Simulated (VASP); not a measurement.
Crystal: ZnS (Wurtzite-2H).

```xyz
4
Lattice="3.8110 0.0000 0.0000 -1.9055 3.3004 0.0000 0.0000 0.0000 6.2340" Properties=species:S:1:pos:R:3 pbc="T T T"
Zn    1.9055    1.1001    3.1170
Zn    0.0000    2.2003    0.0000
S     1.9055    1.1001    5.5171
S     0.0000    2.2003    2.4001
```

Base run:

```yaml
Program: VASP 6.6.1
Functional: TPSS
Potentials_or_basis: VASP PAW PBE potentials, release 64 (Zn, S)
Cutoff: 520 eV
k_mesh: 8 × 8 × 5
Occupations: fermi-dirac, width 0.05 eV
Spin: no spin polarisation
```

Its results: band gap on the k mesh 2.46 eV, direct; pressure 1.7 GPa; largest force 0.307 eV/Å.

**Question.** The run is repeated on the same cell with these changes: functional from TPSS to rSCAN. What comes out?

**Answer.** Band gap on the k mesh 2.80 eV, direct; pressure -0.1 GPa; largest force 0.325 eV/Å.

Caveats: the PAW data sets were made with another functional, which shifts forces and pressure a little.
